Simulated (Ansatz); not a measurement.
## La2O3 under changes of volume

One of the cells (23.124 Å³/atom); the others are scaled copies at fixed shape and fractional positions:

```
CELL_PARAMETERS angstrom
6.37027 0.00000 0.00000
-3.18514 5.51682 0.00000
0.00000 0.00000 3.28989
ATOMIC_POSITIONS crystal
La 0.66667 0.33333 0.49810
La 0.33333 0.66667 0.50190
O 0.50461 0.00000 0.00000
O 0.00000 0.50461 0.00000
O 0.49539 0.49539 0.00000
```

The cell comes from a database or a generator and needn't be the stable form of this composition.

| Property | Result |
| --- | --- |
| Program | Ansatz 0.2.0 |
| Functional | PBEsol |
| Potentials or basis | all-electron LAPW, scalar-relativistic |
| Cutoff | 233 eV (chosen from the basis error) |
| Basis error allowed | 0.002 eV/atom |
| k mesh | 5 × 5 × 8 |
| Occupations | fermi-dirac, width 0.05 eV |
| Spin | no spin polarisation |

| volume (Å³/atom) | energy over the lowest point (meV/atom) | pressure (GPa) | gap on the mesh (eV) | largest force (eV/Å) |
| --- | --- | --- | --- | --- |
| 21.736 | ? | ? | ? | ? |
| 22.199 | 0.00 | 0.8 | 1.35 | 0.033 |
| 22.661 | 0.78 | -1.3 | 1.46 | 0.039 |
| 23.124 | 7.13 | -3.1 | 1.56 | 0.044 |
| 23.586 | 18.47 | -4.7 | 1.65 | 0.049 |
| 24.049 | 34.29 | -6.2 | 1.73 | 0.054 |
| 24.511 | 54.13 | -7.5 | 1.81 | 0.058 |

What does the run at 21.736 Å³/atom give?

Energy over the lowest point 5.44 meV/atom; pressure 3.1 GPa; gap on the mesh 1.23 eV; largest force 0.026 eV/Å.

Worked out: A Birch-Murnaghan fit of order 3 (a polynomial in V^(-2/3)) to the other rows has its minimum at 22.37 Å³/atom with B0 = V·E''(V) = 100 GPa and B' = 4.2 at fixed shape and positions, which overstates the stiffness. It gives 5.42 meV/atom at 21.736 Å³/atom, against the run's 5.44, and -dE/dV = 3.0 GPa, against 3.1. A parabola through the other rows of the gap, of slope 5.77 eV per unit of ln V there, extrapolates to 1.23 eV, against the run's 1.23.

Energies are extrapolated to zero smearing.

Caveats: spin-orbit coupling is left out, which moves the levels of the heavy elements; an odd mesh through Γ misses points on the zone boundary, where band edges often lie.
